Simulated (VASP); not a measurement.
Write an ASE script for VASP 6.6.1 that does the following.

| Item | Value |
| --- | --- |
| Task | band structure |
| Functional | LDA |
| Potentials or basis | VASP PAW LDA potentials, release 64 (Mg) |
| Cutoff | 520 eV |
| k mesh | 11 × 11 × 11 |
| Occupations | fermi-dirac, width 0.01 eV |
| Spin | no spin polarisation |
| Further INCAR settings | ALGO = Normal; EDIFF = 1.00e-06; ISYM = 0 |

Crystal: Mg.

```
CELL_PARAMETERS angstrom
-1.83599 1.83599 1.67940
1.83599 -1.83599 1.67940
1.83599 1.83599 -1.67940
ATOMIC_POSITIONS crystal
Mg 0.00000 0.00000 0.00000
```

This isn't the form of Mg at room conditions, which is hcp.

The input as run:

run.py

```python
from ase.calculators.vasp import Vasp
from ase.dft.bandgap import bandgap
from ase.spacegroup import crystal

atoms = crystal(
    ['Mg'],
    basis=[[0.0, 0.0, 0.0]],
    spacegroup=139,
    setting=1,
    cellpar=[3.67198326, 3.67198326, 3.35880804, 90.0, 90.0, 90.0],
    primitive_cell=True,
)
calc = Vasp(
    directory='calc',
    xc='lda',
    pp='LDA',
    setups='recommended',
    prec='Accurate',
    encut=520,
    ediff=1e-06,
    ismear=-1,
    sigma=0.01,
    lreal=False,
    lasph=True,
    nelm=80,
    algo='Normal',
    isif=2,
    lwave=False,
    lcharg=True,
    kpts=[11, 11, 11],
    gamma=True,
)
atoms.calc = calc

print('energy (eV):', atoms.get_potential_energy())
print('free energy (eV):', atoms.get_potential_energy(force_consistent=True))
efermi = calc.get_fermi_level()
print('Fermi level (eV):', efermi)
path = atoms.cell.bandpath(npoints=40, eps=1e-4)
print('path:', path.path)
calc.set(kpts=path.kpts, reciprocal=True, icharg=11, isym=0, lcharg=False)
calc.calculate(atoms)
print('gap on the path (eV):', bandgap(calc, efermi=efermi)[0])
print('direct gap on the path (eV):', bandgap(calc, efermi=efermi, direct=True)[0])
```

Potentials or basis: VASP PAW LDA potentials, release 64 (Mg).

The run is started by

```sh
$ python run.py
```

It gave:

The band gap along the path is none (metal or under the smearing width).

Caveat: the log is that of the step along the path at fixed density, whose energy, stress, charges and moments have no meaning.

It took 9.5 s on 1 thread of Intel(R) Xeon(R) Platinum 8488C (Sapphire Rapids), on a shared host, peak memory 0.12 GiB.
